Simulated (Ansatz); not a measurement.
The system is SnO2 (Cassiterite).

```
Sn O
1.0
     4.73800    0.00000    0.00000
     0.00000    4.73800    0.00000
     0.00000    0.00000    3.18650
Sn O
2 4
Cartesian
  2.3690 2.3690 1.5933
  0.0000 0.0000 0.0000
  3.8240 0.9140 1.5933
  3.2830 3.2830 0.0000
  0.9140 3.8240 1.5933
  1.4550 1.4550 0.0000
```

* Program: Ansatz 0.2.0
* Task: relaxation of cell and atoms
* Functional: PBE
* Potentials or basis: all-electron LAPW, scalar-relativistic
* Basis error allowed: 0.0005 eV/atom
* k mesh: 6 × 6 × 8
* Occupations: tetrahedron-uncorrected
* Spin: collinear spin, ferrimagnetic start
* Starting moments: [0.5, -0.25, 0.0, 0.0, 0.0, 0.0] μB

At the start: volume 11.92 Å³/atom.

Q: Where does the relaxation end?

A: Over 5 steps the energy falls by 21.5 meV/atom and the volume is 12.58 Å³/atom (+5.5 %); space group P4_2/mnm (No. 136, to 0.05 Å); moment 0.00 μB per cell.

The path:
| step | energy change (eV) | largest force (eV/Å) | volume (Å³) |
| --- | --- | --- | --- |
| 1 | 0.0000 | 0.2726 | 71.53 |
| 2 | -0.1276 | 0.0329 | 75.11 |
| 3 | -0.1286 | 0.0376 | 75.43 |
| 4 | -0.1289 | 0.0009 | 75.45 |
| 5 | -0.1289 | 0.0009 | 75.45 |

Final structure:
```cif
data_structure
_symmetry_space_group_name_H-M 'P 1'
_symmetry_Int_Tables_number 1
_cell_length_a 4.8271
_cell_length_b 4.8271
_cell_length_c 3.2381
_cell_angle_alpha 90.000
_cell_angle_beta 90.000
_cell_angle_gamma 90.000
_cell_volume 75.45
loop_
_atom_site_label
_atom_site_type_symbol
_atom_site_fract_x
_atom_site_fract_y
_atom_site_fract_z
_atom_site_occupancy
Sn1 Sn 0.50000 0.50000 0.50000 1
Sn2 Sn 0.00000 0.00000 0.00000 1
O1 O 0.80659 0.19341 0.50000 1
O2 O 0.69341 0.69341 0.00000 1
O3 O 0.19341 0.80659 0.50000 1
O4 O 0.30659 0.30659 0.00000 1
```

Caveat: the starting moments weren't kept.
